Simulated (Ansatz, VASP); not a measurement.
## SiC in VASP and in Ansatz

```
Si C
1.0
     3.05505    0.00000    0.00000
    -1.52753    2.64575    0.00000
     0.00000    0.00000   10.00306
Si C
4 4
Direct
  0.00000 0.00000 0.18789
  0.00000 0.00000 0.68789
  0.33333 0.66667 0.43784
  0.66667 0.33333 0.93784
  0.00000 0.00000 0.00046
  0.00000 0.00000 0.50046
  0.33333 0.66667 0.24980
  0.66667 0.33333 0.74980
```

Change from the starting cell: volume scaled by 0.98.

Alike in both runs: task single point; functional PBEsol; k mesh 10 × 10 × 3; occupations fermi-dirac, width 0.05 eV; no spin polarisation.

|  | VASP | Ansatz |
| --- | --- | --- |
| version | VASP 6.6.1 | Ansatz 0.2.0 |
| potentials or method | VASP PAW PBE potentials, release 64 (Si, C), cutoff 520 eV | all-electron LAPW, scalar-relativistic |

Ansatz gave:

```
gap on the k mesh at the Fermi level (eV)       : 2.12
least direct gap on the mesh (eV)               : 3.25
pressure (GPa)                                  : 5.1
largest component of the traceless stress (GPa) : 0.12
rms of the force components (eV/Å)              : 0.004
```

Q: What did VASP give for the same quantities?

A: gap on the k mesh at the Fermi level (eV): 2.11; least direct gap on the mesh (eV): 3.24; pressure (GPa): 5.5; largest component of the traceless stress (GPa): 0.13; rms of the force components (eV/Å): 0.004.

Atom by atom the forces differ by 0.001 eV/Å (rms over components). Ansatz ran all-electron here, so the differences hold the error of VASP's frozen core and of both bases.

Caveats: an odd mesh through Γ misses points on the zone boundary, where band edges often lie; the PAW data sets were made with another functional, which shifts forces and pressure a little (VASP).
